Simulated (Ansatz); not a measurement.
# CdTe: the cost of one run

Computed with Ansatz 0.2.0 (DFT PBE, scalar-relativistic, plane waves, PAW, unless a step's input says otherwise).

The COD entry's cell or inner coordinates are ideal or old and differ from later refinements, so a difference from it is no clean test against experiment.

3 further runs of the same task are left out: 3 set aside as unsound or not needed.

**1. The starting structure**

Symmetry: F-43m, No. 216, cubic system. The conventional cell has a = 6.617 Å, b = 6.617 Å, c = 6.617 Å, α = 90.00°, β = 90.00°, γ = 90.00°. Cd (site symmetry -43m) has 4 Te at 2.87 Å as nearest neighbours. Around Te (site symmetry -43m) lie 4 Cd at 2.87 Å.

Coordinates:

```cif
data_structure
_symmetry_space_group_name_H-M 'F-43m'
_symmetry_Int_Tables_number 216
_cell_length_a 6.6174
_cell_length_b 6.6174
_cell_length_c 6.6174
_cell_angle_alpha 90.000
_cell_angle_beta 90.000
_cell_angle_gamma 90.000
_cell_volume 289.77
loop_
_atom_site_label
_atom_site_type_symbol
_atom_site_symmetry_multiplicity
_atom_site_Wyckoff_symbol
_atom_site_fract_x
_atom_site_fract_y
_atom_site_fract_z
_atom_site_occupancy
Cd1 Cd 4 a 0.00000 0.00000 0.00000 1
Te1 Te 4 c 0.25000 0.25000 0.25000 1
```

This cell was relaxed beforehand with the same method: volume 36.22 Å³/atom, gap on the mesh 0.59 eV.

**2. A stricter relaxation**

Response functions are second derivatives at a minimum, so forces and stress are first brought close to zero on the mesh and occupations that the response runs use.

input.yaml reads:

```yaml
crystal:
  lattice:
    - [0.0, 3.3086866899, 3.3086866899]
    - [3.3086866899, 0.0, 3.3086866899]
    - [3.3086866899, 3.3086866899, 0.0]
  atoms:
    - { symbol: Cd, position: [0.0, 0.0, 0.0] }
    - { symbol: Te, position: [0.75, 0.75, 0.75] }
basis:
  ecutwfc: 420
kpoints:
  mp_grid: { grid: [10, 10, 10] }
hamiltonian:
  xc: pbe
scf:
  occupations: { method: fixed }
output:
  forces: true
  stress: true
  eigenvalues: true
relax:
  adjacent_minimum: "off"
  f_tol: 0.001
  max_steps: 60
  cell: { stress_tol: 0.01 }
```

Command:

```console
$ ansatz run input.yaml --threads 1 --pin off --max-ram 3072MiB --backend cpu --events-out ev --progress --plain --runs-dir out
```

What time and memory should one allow on 1 thread of AMD EPYC 9R45 (Zen 5), shared host?

About 5.8 s, with a peak of 0.46 GiB.
